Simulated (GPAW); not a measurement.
SnSe2, 3 atoms in the cell. Symmetry: P-3m1, No. 164, trigonal system. The conventional cell has a = 3.811 Å, b = 3.811 Å, c = 6.136 Å, α = 90.00°, β = 90.00°, γ = 120.00°. Around Sn (site symmetry -3m) lie 6 Se at 2.68 Å. Se (site symmetry 3m) is surrounded by 3 Sn at 2.68 Å. 

- Program: GPAW 26.7.0
- Task: single point
- Functional: PBE
- Potentials or basis: GPAW PAW data sets (gpaw-data 1.2.1)
- Cutoff: 500 eV
- Basis: pw
- k mesh: 6 × 6 × 3
- Occupations: fermi-dirac, width 0.05 eV
- Spin: no spin polarisation
- Maxiter: 60

Potentials or basis: GPAW PAW data sets (gpaw-data 1.2.1), pw.

Run with:

```sh
$ OMP_NUM_THREADS=1 python run.py
```

Hardware: 1 thread of Intel(R) Xeon(R) 6975P-C (Granite Rapids) (shared host).

Problem. Estimate the wall time of this run.

Solution. It took 7.2 s on 1 thread of Intel(R) Xeon(R) 6975P-C (Granite Rapids), with other jobs on the host, peak memory 0.16 GiB. Counts: scf iterations 10, plane waves 1972, bands 24, k points 17.
